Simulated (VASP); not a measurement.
# AlP (F-43m) in VASP: single point with HSE06

Aim: the single point of AlP with HSE06.

All numbers are computed with VASP 6.6.1; they aren't measurements. Logs are shortened: lines on timing, memory, paths and dates and some standing lists are left out, and cuts for length are marked.

**Experimental background.**

A printed reference work, data compilation reports, for a bulk crystal of AlP at 4.2 K: band gap 2.505 eV (indirect).

The runs below are set against these values where they give the same quantity.

## 1. The structure

Symmetry: F-43m, No. 216, cubic system. The conventional cell has a = 5.471 Å, b = 5.471 Å, c = 5.471 Å, α = 90.00°, β = 90.00°, γ = 90.00°. Al (site symmetry -43m) has 4 P at 2.37 Å as nearest neighbours. P (site symmetry -43m) has 4 Al at 2.37 Å as nearest neighbours.

The cell is a database's computed one.

## 2. Single point, HSE06

POSCAR

```
AlP
1.0
    0.0000000000      2.7357100000      2.7357100000
    2.7357100000      0.0000000000      2.7357100000
    2.7357100000      2.7357100000      0.0000000000
Al P
1 1
Direct
    0.0000000000      0.0000000000      0.0000000000
    0.2500000000      0.2500000000      0.2500000000
```

INCAR.step1

```
  PREC = Accurate
  ENCUT = 520
  EDIFF = 1E-5
  ISMEAR = 0
  SIGMA = 0.02
  LREAL = F
  LASPH = T
  NELM = 80
  ALGO = Normal
  ISIF = 2
  LWAVE = T
  GGA = PE
```

INCAR.step2

```
  PREC = Accurate
  ENCUT = 520
  EDIFF = 1E-6
  ISMEAR = 0
  SIGMA = 0.02
  LREAL = F
  LASPH = T
  NELM = 80
  ALGO = Normal
  ISIF = 2
  LWAVE = F
  LCHARG = T
  GGA = PE
  LHFCALC = T
  HFSCREEN = 0.2
  PRECFOCK = Fast
  LELF = T
  LVHAR = T
  ISTART = 1
```

KPOINTS

```
regular mesh
0
Gamma
  6 6 6
```

Potentials or basis: VASP PAW PBE potentials, release 64 (Al, P).

On the command line:

```bash
$ cat potpaw_PBE.64/Al/POTCAR potpaw_PBE.64/P/POTCAR > POTCAR
$ cp INCAR.step1 INCAR
$ mpirun -np 1 vasp_std > vasp.out
$ cp INCAR.step2 INCAR
$ mpirun -np 1 vasp_std > vasp.out
```

OUTCAR:

```text
PREC = Accurate
   ENCUT = 520
   EDIFF = 1E-6
   ISMEAR = 0
   LREAL = F
   LASPH = T
   NELM = 80
   ISIF = 2
   GGA = PE
   LHFCALC = T
   HFSCREEN = 0.2
   PRECFOCK = Fast
   ISTART = 1

 ion  position               nearest neighbor table
   1  0.000  0.000  0.000-   2 2.37   2 2.37   2 2.37   2 2.37
   2  0.250  0.250  0.250-   1 2.37   1 2.37   1 2.37   1 2.37

  LATTYP: Found a face centered cubic cell.
 ALAT       =     5.4714200000

  Lattice vectors:

 A1 = (   0.0000000000,   2.7357100000,   2.7357100000)
 A2 = (   2.7357100000,   0.0000000000,   2.7357100000)
 A3 = (   2.7357100000,   2.7357100000,   0.0000000000)

Analysis of symmetry for initial positions (statically):
=====================================================================
 Subroutine PRICEL returns:
 Original cell was already a primitive cell.

 Routine SETGRP: Setting up the symmetry group for a
 face centered cubic supercell.

 Subroutine GETGRP returns: Found 24 space group operations
 (whereof 24 operations were pure point group operations)
 out of a pool of 48 trial point group operations.

The static configuration has the point symmetry T_d .

Analysis of symmetry for dynamics (positions and initial velocities):
=====================================================================
 Subroutine PRICEL returns:
 Original cell was already a primitive cell.

 Routine SETGRP: Setting up the symmetry group for a
 face centered cubic supercell.

 Subroutine GETGRP returns: Found 24 space group operations
 (whereof 24 operations were pure point group operations)
 out of a pool of 48 trial point group operations.

The dynamic configuration has the point symmetry T_d .

 Subroutine INISYM returns: Found 24 space group operations
 (whereof 24 operations are pure point group operations),
 and found     1 'primitive' translations

----------------------------------------------------------------------------------------

                                     Primitive cell

  volume of cell :      40.9487

  direct lattice vectors                    reciprocal lattice vectors
     0.000000000  2.735710000  2.735710000    -0.182767910  0.182767910  0.182767910
     2.735710000  0.000000000  2.735710000     0.182767910 -0.182767910  0.182767910
     2.735710000  2.735710000  0.000000000     0.182767910  0.182767910 -0.182767910

  length of vectors
     3.868878185  3.868878185  3.868878185     0.316563307  0.316563307  0.316563307

  position of ions in fractional coordinates (direct lattice)
     0.000000000  0.000000000  0.000000000
     0.250000000  0.250000000  0.250000000

  ion indices of the primitive-cell ions
   primitive index   ion index
                 1           1
                 2           2

----------------------------------------------------------------------------------------

 KPOINTS: regular mesh

Automatic generation of k-mesh.
 Grid dimensions read from file:
 generate k-points for:    6    6    6

 Generating k-lattice:

  Cartesian coordinates                     Fractional coordinates (reciprocal lattice)
    -0.030461318  0.030461318  0.030461318     0.166666667  0.000000000  0.000000000
     0.030461318 -0.030461318  0.030461318     0.000000000  0.166666667  0.000000000
     0.030461318  0.030461318 -0.030461318     0.000000000  0.000000000  0.166666667

  Length of vectors
     0.052760551  0.052760551  0.052760551

  Shift w.r.t. Gamma in fractional coordinates (k-lattice)
     0.000000000  0.000000000  0.000000000

 Subroutine IBZKPT returns following result:
 ===========================================

 Found     16 irreducible k-points:

 Following reciprocal coordinates:
            Coordinates               Weight
  0.000000  0.000000  0.000000      1.000000
  0.166667  0.000000  0.000000      8.000000
  0.333333  0.000000  0.000000      8.000000
  0.500000  0.000000  0.000000      4.000000
  0.166667  0.166667  0.000000      6.000000
  0.333333  0.166667  0.000000     24.000000
[... 8 lines left out ...]
 -0.333333  0.333333  0.166667     24.000000
 -0.333333  0.500000  0.166667     12.000000
   k-points           NKPTS =     16   k-points in BZ     NKDIM =    216   number of bands    NBANDS=      8
   number of dos      NEDOS =    301   number of ions     NIONS =      2
   total plane-waves  NPLWV =  27000
   dimension x,y,z NGX =    30 NGY =   30 NGZ =   30
   dimension x,y,z NGXF=    60 NGYF=   60 NGZF=   60
   ions per type =               1   1
   NGX,Y,Z   is equivalent  to a cutoff of  12.89, 12.89, 12.89 a.u.
   NGXF,Y,Z  is equivalent  to a cutoff of  25.78, 25.78, 25.78 a.u.
 SYSTEM =  unknown system
   PREC   = accura    normal or accurate (medium, high low for compatibility)
   ISTART =      1    job   : 0-new  1-cont  2-samecut
   ICHARG =      0    charge: 1-file 2-atom 10-const
   ISPIN  =      1    spin polarized calculation?
   LNONCOLLINEAR =      F non collinear calculations
   LSORBIT =      F    spin-orbit coupling
   LASPH  =      T    aspherical Exc in radial PAW
   ENCUT  =  520.0 eV  38.22 Ry    6.18 a.u.   7.19  7.19  7.19*2*pi/ulx,y,z
   NELM   =     80;   NELMIN=  2; NELMDL=  0     # of ELM steps
   EDIFF  = 0.1E-05   stopping-criterion for ELM
   LREAL  =      F    real-space projection
   EDIFFG = 0.1E-04   stopping-criterion for IOM
   NSW    =      0    number of steps for IOM
   IBRION =     -1    ionic relax: 0-MD 1-quasi-New 2-CG
   NFREE  =      0    steps in history (QN), initial steepest desc. (CG)
   ISIF   =      2    stress and relaxation
   ISYM   =      3    0-nonsym 1-usesym 2-fastsym
   POTIM  = 0.5000    time-step for ionic-motion
   TEBEG  =    0.0;   TEEND  =   0.0 temperature during run
   PSTRESS=    0.0 pullay stress
   NELECT =       8.0000    total number of electrons
   NUPDOWN=      -1.0000    fix difference up-down
   EMIN   =  10.00;   EMAX   =-10.00  energy-range for DOS
   EFERMI =   0.00;   METHOD = LEGACY
   ISMEAR =     0;   SIGMA  =   0.02  broadening in eV -4-tet -1-fermi 0-gaus
   EFERMI_NEDOS =   21; number of points for ismear=-14 and -15
   IALGO  =     38    algorithm
   IMIX   =      1    mixing-type and parameters
     AMIX     =   0.40;   BMIX     =  1.00
     AMIX_MAG =   1.60;   BMIX_MAG =  1.00
  volume/ion in A,a.u.               =      20.47       138.17
  Fermi-wavevector in a.u.,A,eV,Ry     =   0.949930  1.795107 12.277439  0.902366
  Thomas-Fermi vector in A             =   2.078259
   LORBIT       =      0    0 simple, 1 ext, 2 COOP (PROOUT), +10 PAW based schemes
   GGA     = PE    functional components
   LHFCALC =     T    Hartree Fock is set to
   PRECFOCK=fast      Normal, Fast or Accurate (Low or Medium for compatibility)
   ENCUT4O =  -1.0   cutoff for four orbital integrals eV
   NKREDX  =     1    reduce k-point grid by
   NKREDY  =     1    reduce k-point grid by
   NKREDZ  =     1    reduce k-point grid by
   AEXX    =    0.2500 exact exchange contribution
   HFSCREEN=    0.2000 screening length (either q_TF or 0.3 A-1)
   HFSCREENC=   0.2000 screening length for correlation (either q_TF or 0.3 A-1)
   ENCUTFOCK=  -1.0 apply spherical cutoff to Coloumb kernel
   IVDW    =     0    specifies the selected vdW correction
   LEPSILON=     F    determine dielectric tensor
   LRPA    =     F    only Hartree local field effects (RPA)
 non-spin polarized calculation
 Gauss-broadening in eV      SIGMA  =   0.02
  energy-cutoff  :      520.00
  volume of cell :       40.95
 maximum number of plane-waves:      1113
 NGX is ok and might be reduce to    30
  NGX = 18; NGY = 18; NGZ = 18

 number of electron       7.9999999 magnetization

 Free energy of the ion-electron system (eV)
  ---------------------------------------------------
  ext. energy  EPLUGINS =         0.00000000
  ---------------------------------------------------
  free energy    TOTEN  =       -12.02956412 eV

  energy without entropy =      -12.02956412  energy(sigma->0) =      -12.02956412

 E-fermi :   4.1771     XC(G=0):  -7.6518

 val. band max:        4.0373370099   @ k =   0.0000   0.0000   0.0000
 cond. band min:       6.3348804738   @ k =   0.5000   0.5000   0.0000
 fundamental gap:      2.2975434639
 Fermi energy:         4.1771155256

 k-point     1 :       0.0000    0.0000    0.0000
  band No.  band energies     occupation
      1      -8.7045      2.00000
      2       4.0373      2.00000
      3       4.0373      2.00000
      4       4.0373      2.00000
      5       8.2246      0.00000
      6       9.5389      0.00000
      7       9.5389      0.00000
      8       9.5389      0.00000

 k-point     2 :       0.1667    0.0000    0.0000
  band No.  band energies     occupation
      1      -8.3711      2.00000
      2       2.0302      2.00000
      3       3.7758      2.00000
      4       3.7758      2.00000
      5       8.5518      0.00000
      6      10.0059      0.00000
      7      10.0059      0.00000
      8      10.6840      0.00000

 k-point     3 :       0.3333    0.0000    0.0000
  band No.  band energies     occupation
      1      -7.5023      2.00000
      2      -0.7131      2.00000
      3       3.3653      2.00000
      4       3.3653      2.00000
      5       7.9366      0.00000
      6      10.0546      0.00000
      7      10.0546      0.00000
      8      13.0574      0.00000
[... 122 lines left out ...]
 k-point    15 :      -0.3333    0.3333    0.1667
  band No.  band energies     occupation
      1      -6.3058      2.00000
      2      -1.4499      2.00000
      3       0.6427      2.00000
      4       1.8992      2.00000
      5       8.9463      0.00000
      6       9.9606      0.00000
      7      12.0220      0.00000
      8      12.7969      0.00000

 k-point    16 :      -0.3333    0.5000    0.1667
  band No.  band energies     occupation
      1      -6.0832      2.00000
      2      -1.5150      2.00000
      3       0.8755      2.00000
      4       1.1599      2.00000
      5       8.1589      0.00000
      6       9.2502      0.00000
      7      12.8235      0.00000
      8      13.1993      0.00000

------------------------ aborting loop because EDIFF is reached ----------------------------------------

  FORCE on cell =-STRESS in cart. coord.  units (eV):
  Direction    XX          YY          ZZ          XY          YZ          ZX
  --------------------------------------------------------------------------------------
  -------------------------------------------------------------------------------------
  Total       -0.0051803     -0.0051803     -0.0051803      0.0000000     -0.0000000      0.0000000
  in kB       -0.2026884     -0.2026884     -0.2026884      0.0000000     -0.0000000      0.0000000
  external PRESSURE =      -0.2026884 kB  Pullay stress =       0.0000000 kB

 VOLUME and BASIS-vectors are now :
 -----------------------------------------------------------------------------
  energy-cutoff  :      520.00
  volume of cell :       40.95
      direct lattice vectors                 reciprocal lattice vectors
     0.000000000  2.735710000  2.735710000    -0.182767910  0.182767910  0.182767910
     2.735710000  0.000000000  2.735710000     0.182767910 -0.182767910  0.182767910
     2.735710000  2.735710000  0.000000000     0.182767910  0.182767910 -0.182767910

 POSITION                                       TOTAL-FORCE (eV/Angst)
 -----------------------------------------------------------------------------------
      0.00000      0.00000      0.00000         0.000000      0.000000      0.000000
      1.36786      1.36786      1.36786        -0.000000     -0.000000     -0.000000
 -----------------------------------------------------------------------------------
    total drift:                               -0.000001     -0.000000     -0.000001

  FREE ENERGIE OF THE ION-ELECTRON SYSTEM (eV)
  ---------------------------------------------------
  free  energy   TOTEN  =       -12.0295641239 eV

  energy  without entropy=      -12.0295641239  energy(sigma->0) =      -12.02956412
```

It took 4 min on 1 thread of AMD EPYC 7R13 (Zen 3), shared host; peak memory 0.24 GiB.

What came out:

```yaml
Free_energy: -12.0296 eV
Pressure: 0.0 GPa
Band_gap_on_the_k_mesh: 2.30 eV, indirect (least direct gap 4.19 eV)
```

Caveat: the PAW data sets were made with another functional, which shifts forces and pressure a little.

## 3. How close it comes

Step 2. Measured gap of AlP: 2.505 eV (indirect; 4.2 K; a printed reference work, data compilation). This calculation gives 2.30 eV (-0.21 eV). The value is that of HSE06 on a finite k mesh, which can miss the band edges, without temperature or zero-point motion. The cell is a database's relaxed one, not the measured one, which moves gaps too.
